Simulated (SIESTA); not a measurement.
Runs of SIESTA 5.4.2 on GaN. It takes space group F-43m (No. 216, cubic). Conventional cell: a = 4.507 Å, b = 4.507 Å, c = 4.507 Å, α = 90.00°, β = 90.00°, γ = 90.00°. Ga (site symmetry -43m) is surrounded by 4 N at 1.95 Å. N (site symmetry -43m) is surrounded by 4 Ga at 1.95 Å. The cell is a database's computed one.

| task | level | potentials or basis | broadening (eV) | window to (eV) | optical mesh offset | energy shift | gap on the mesh (eV) | pressure (GPa) |
| --- | --- | --- | --- | --- | --- | --- | --- | --- |
| band structure | PBE | PseudoDojo 0.4 standard (PBE files), TZP (energy shift 0.002 Ry; radii capped at 9.5 bohr) | - | - | - | 0.002 Ry | 1.75 | (c) |
| band structure | LDA | PseudoDojo 0.4 standard (LDA files), DZP (energy shift 0.002 Ry; radii capped at 9.5 bohr) | - | - | - | 0.002 Ry | 1.77 | -2.7 |
| band structure | B86bPBE | PseudoDojo 0.4 standard (PBE files), DZP (energy shift 0.002 Ry; radii capped at 9.5 bohr) | - | - | - | 0.002 Ry | (d) | 9.9 |
| optical spectrum | PBE | PseudoDojo 0.4 standard (PBE files), DZP (energy shift 0.003 Ry; two zetas on semicore shells) | 0.3 eV | 30 eV | true | 0.003 Ry | 1.83 | 7.5 |
| band structure | BLYP | PseudoDojo 0.4 standard (PBE files), DZP (energy shift 0.003 Ry; two zetas on semicore shells) | - | - | - | 0.003 Ry | (a) | 13.2 |
| band structure | AM05 | PseudoDojo 0.4 standard (PBEsol files), DZP (energy shift 0.003 Ry; two zetas on semicore shells) | - | - | - | 0.003 Ry | 1.83 | 1.4 |
| band structure | PBE | PseudoDojo 0.4 standard (PBE files), DZ (energy shift 0.01 Ry) | - | - | - | 0.01 Ry | (b) | 6.9 |

Alike in all rows: no spin polarisation; cell as given; k mesh 10 × 10 × 10; smearing fermi-dirac 0.05 eV; grid cutoff 800 Ry.

Task: Fill in the values left out.

Result: (a) 1.91; (b) 1.80; (c) 8.2; (d) 1.74.

Caveats: the basis of atomic orbitals isn't converged, which shifts pressures, moduli and gaps; semicore shells carry a single zeta, which can move pressures by several GPa and volumes by a few percent (some runs); the potentials were made for another functional, which shifts forces and pressure (some runs); the basis holds too few empty states to meet the f-sum rule, so the spectrum is short of weight at high energy (some runs); the basis has no polarisation orbitals (some runs).

A k mesh can miss the band edges, and the runs leave out spin-orbit coupling on Ga.

Not every run made on this cell is shown here.
